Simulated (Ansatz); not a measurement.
TiSe:

```
CELL_PARAMETERS angstrom
3.55900 0.00000 0.00000
-1.77950 3.08218 0.00000
0.00000 0.00000 6.22000
ATOMIC_POSITIONS crystal
Se 0.66667 0.33333 0.75000
Se 0.33333 0.66667 0.25000
Ti 0.00000 0.00000 0.50000
Ti 0.00000 0.00000 0.00000
```

```yaml
Program: Ansatz 0.2.0
Task: relaxation of cell and atoms
Functional: PBEsol
Dispersion: D3(BJ)
Potentials_or_basis: Ansatz PAW
Cutoff: "420 eV (not typed: the program's choice for these potentials)"
k_mesh: 9 × 9 × 5
Occupations: fermi-dirac, width 0.05 eV
Spin: no spin polarisation
```

At the start: volume 17.06 Å³/atom.

Question: How do energy, volume and symmetry change on relaxing?

Answer: It ends after 8 steps and the volume is 15.80 Å³/atom (-7.4 %); space group P6_3/mmc (No. 194, to 0.05 Å).

The path:
| step | energy change (eV) | largest force (eV/Å) | volume (Å³) |
| --- | --- | --- | --- |
| 1 | 0.0000 | 0.0000 | 68.23 |
| 2 | -0.3151 | 0.0000 | 64.28 |
| 3 | -0.3704 | 0.0000 | 62.75 |
| 4 | -0.3790 | 0.0000 | 63.30 |
| 5 | -0.3794 | 0.0000 | 63.18 |
| 6 | -0.3793 | 0.0000 | 63.18 |
| 7 | -0.3793 | 0.0000 | 63.19 |
| 8 | -0.3793 | 0.0000 | 63.19 |

Final structure:
```xyz
4
Lattice="3.2995 0.0000 0.0000 -1.6498 2.8575 0.0000 0.0000 0.0000 6.7024" Properties=species:S:1:pos:R:3 pbc="T T T"
Se    1.6498    0.9525    5.0268
Se    0.0000    1.9050    1.6756
Ti    0.0000    0.0000    3.3512
Ti    0.0000    0.0000    0.0000
```

Caveat: the plane-wave basis is chosen anew once the cell has moved, so the energies of steps on either side of that aren't comparable; pairwise dispersion overbinds metals, which lowers pressure and volume; the PAW data sets come from PBE, with cores solved anew for the run's functional, which leaves a small shift of forces and pressure.
